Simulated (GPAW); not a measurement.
## GaP in GPAW: the effect of target pressure

The system is GaP.

```
CELL_PARAMETERS angstrom
0.00000 2.72525 2.72525
2.72525 0.00000 2.72525
2.72525 2.72525 0.00000
ATOMIC_POSITIONS crystal
Ga 0.00000 0.00000 0.00000
P 0.75000 0.75000 0.75000
```

Alike in all runs:

| Property | Result |
| --- | --- |
| Program | GPAW 26.7.0 |
| Task | relaxation of cell and atoms |
| Functional | PBEsol |
| Potentials or basis | PAW data sets generated in the run's folder for this functional |
| Cutoff | 600 eV |
| Basis | pw |
| k mesh | 8 × 8 × 8 |
| Occupations | fermi-dirac, width 0.05 eV |
| Spin | no spin polarisation |

Each run relaxes the cell or the atoms first.

```tsv
target pressure	target pressure	relaxed volume (Å³/atom)	gap on the mesh (eV)
0 GPa	-	20.58	1.56
2 GPa	2 GPa	20.14	1.52
5 GPa	5 GPa	19.54	1.45
10 GPa	10 GPa	18.77	1.36
20 GPa	20 GPa	17.55	1.19
30 GPa	30 GPa	?	?
```

Question: What does the run with target pressure 30 GPa give?

Answer: Relaxed volume 16.64 Å³/atom; gap on the mesh 1.05 eV.

Worked out: In Murnaghan's law V^(-B') rises as a straight line in P. The other rows fit best with B' = 4.3, V0 = 20.58 Å³/atom and B0 = 88 GPa, which gives 16.67 Å³/atom at 30 GPa, against the run's 16.64. A parabola through the other rows of the gap on the mesh, of slope -0.0114 eV per GPa there, extrapolates to 1.06 eV, against the run's 1.05.

Caveats: the data sets keep Ga 3d, Li 1s and Be 1s frozen, and some such compounds lay over 1.5 % in volume off other programs; later steps reuse the first step's grids; the volume moved by over 15 % at a fixed basis, so the end points are rough (some runs).

A k mesh can miss the band edges.

Runs at the PBE level aren't shown here.
